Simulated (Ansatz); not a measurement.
Is there room for another phase in Be–Se?

Level of theory: Ansatz 0.2.0, DFT PBE, scalar-relativistic, plane waves, PAW. All cells share a 420 eV cutoff and Γ-centred k meshes spaced at most 0.3 Å⁻¹ (0.19 for metals, 2π included).

The zero of energy is the lowest elemental structures computed at the same level; no fitted shifts are applied. Temperature and zero-point effects are left out. Larger cells and other orderings weren't all tried, so the list isn't exhaustive. The k mesh leaves about 4 meV/atom of noise in metals. Weakly bound directions are ill-defined at this level, which has no dispersion term (Be3Se2 R-3c, Be2Se3 R-3m, BeSe2 P6_3/mmc).

These phases were computed first (Pauling electronegativities: Be 1.57, Se 2.55):

```
 phase  x(Se)  space group  V (Å³/atom)  ΔE_f (eV/atom)  gap on mesh (eV)
 Be3Se  0.250       I4/mmm         12.6           0.572              0.00
 Be2Se  0.333     P6_3/mmc         13.9           0.363              0.00
Be3Se2  0.400         R-3c         23.9          -0.237              1.50
Be2Se3  0.600         R-3m         17.7          -0.153              0.00
 BeSe2  0.667     P6_3/mmc         19.3          -0.060              0.00
```

Task: How low must the formation energy of BeSe be for it to be stable?

Result: The hull vertices on either side are Be3Se2 (x = 2/5, -0.2370 eV/atom) and Se (x = 1, 0.0000 eV/atom). The lever rule gives the share of atoms in Se: w = (1/2 − 2/5) / (1 − 2/5) = 1/6. The tie line at x = 1/2 lies at 5/6 × (-0.2370) + 1/6 × (0.0000) = -0.1975 eV/atom. It must lie below that.

Task: The lowest structure found for BeSe is this: Space group F-43m (No. 216), cubic, a = 5.178 Å. Around Be lie 4 Se at 2.24 Å; Se has 4 Be at 2.24 Å. Does it reach the hull?

Result: Yes. It comes out at -0.797 eV/atom, 599 meV/atom below the line, with 17.4 Å³/atom, gap on the k mesh 2.67 eV.

Task: What does BeSe do to the phases beside it?

Result: It pushes Be3Se2 off the hull (now 400 meV/atom above it).